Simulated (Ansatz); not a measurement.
**BAs (F-43m)**

Level of theory: DFT PBE, scalar-relativistic, plane waves, PAW (Ansatz).

Plane waves to 420 eV, a k mesh through Γ of 10×10×10 on the computed 2-atom cell and Gaussian smearing (0.02 eV); no spin polarisation.

The structure is relaxed at this level of theory with its symmetry kept.

```
B As
1.0
     0.00000    2.40441    2.40441
     2.40441    0.00000    2.40441
     2.40441    2.40441    0.00000
B As
1 1
Direct
  0.00000 0.00000 0.00000
  0.25000 0.25000 0.25000
```

```
Space group                                                                                                                                 : F-43m (No. 216)
Volume per atom                                                                                                                             : 13.90 Å³
Formation energy from the elements' standard states (uncorrected)                                                                           : -0.027 eV/atom
Kohn–Sham band gap                                                                                                                          : 1.20 eV, indirect from Γ to (0.000, 0.398, 0.398)
Löwdin character of the top 1 eV of the valence band                                                                                        : B 2p 52 %, As 4p 45 %
Löwdin character of the lowest 1 eV of the conduction band                                                                                  : B 2p 34 %, As 4p 22 %, B 2s 19 %, As 4s 12 %, unprojected 12 %
Electron masses at the edge by Cartesian direction of the standard setting (m_e; degenerate bands sorted by energy; no spin-orbit coupling) : x: 1.1; y: 0.22; z: 0.22
Hole masses at the edge by Cartesian direction of the standard setting (m_e; degenerate bands sorted by energy; no spin-orbit coupling)     : x: 0.24, 0.24, 0.21; y: 0.24, 0.24, 0.21; z: 0.24, 0.24, 0.21
Bulk modulus                                                                                                                                : 131 GPa
Its pressure derivative                                                                                                                     : 4.1
Bader charges (e)                                                                                                                           : B (1 in the cell) 0.12, As (1 in the cell) -0.12
```